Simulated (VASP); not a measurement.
Runs of VASP 6.6.1 on TaSi2. The structure is hexagonal, space group P6_222 (No. 180). Conventional cell: a = 4.780 Å, b = 4.780 Å, c = 6.564 Å, α = 90.00°, β = 90.00°, γ = 120.00°. Around Ta (site symmetry 222) lie 10 Si at 2.59 to 2.76 Å. Si (site symmetry 2) is surrounded by 5 Si at 2.59 to 2.76 Å and 5 Ta at 2.59 to 2.76 Å. 

```tsv
task	level	potentials or basis	cell	k mesh	cutoff (eV)	smearing	k mesh for the DOS	occupations for the DOS	gap on the mesh (eV)	pressure (GPa)	relaxed volume (Å³/atom)	largest force (eV/Å)
relaxation of cell and atoms	PBE	VASP PAW PBE potentials, release 54 (Ta_pv, Si)	relaxed	5 × 5 × 3	600	fermi-dirac 0.05 eV	-	-	none	0.0	(a)	-
relaxation of cell and atoms	PBE	VASP PAW PBE potentials, release 54 (Ta, Si)	relaxed	5 × 5 × 3	600	fermi-dirac 0.05 eV	-	-	none	0.1	14.66	-
electron localisation function	PBE	VASP PAW PBE potentials, release 64 (Ta_pv, Si)	as given	5 × 5 × 3	520	gaussian 0.02 eV	-	-	none	3.6	-	0.79
electron localisation function	PBEsol	VASP PAW PBE potentials, release 64 (Ta_pv, Si)	as given	5 × 5 × 3	520	gaussian 0.02 eV	-	-	none	-0.9	-	0.76
electric field gradients	PBEsol	VASP PAW PBE potentials, release 64 (Ta_pv, Si)	as given	5 × 5 × 3	520	gaussian 0.02 eV	-	-	none	-0.9	-	0.76
relaxation of cell and atoms	PBE	VASP PAW PBE potentials, release 64 (Ta_sv_GW, Si_GW)	relaxed	5 × 5 × 3	600	fermi-dirac 0.05 eV	-	-	none	0.0	14.67	-
single point	PBE	VASP PAW PBE potentials, release 64 (Ta_pv, Si)	as given	7 × 7 × 4	520	fermi-dirac 0.05 eV	-	-	none	3.6	-	0.79
core levels	PBEsol	VASP PAW PBE potentials, release 64 (Ta_pv, Si)	as given	5 × 5 × 3	520	gaussian 0.02 eV	-	-	none	-0.9	-	0.76
```

Alike in all rows: no spin polarisation.

Problem. Estimate the missing entries.

Solution. (a) 14.68.

Caveats: the cell's inner coordinates are idealised or old, which leaves forces on the atoms (some runs); the PAW data sets were made with another functional, which shifts forces and pressure a little (some runs).

A k mesh can miss the band edges, and the runs leave out spin-orbit coupling on Ta.

A gap of «none» marks a metal or a gap under the smearing width.

Not every run made on this cell is shown here.
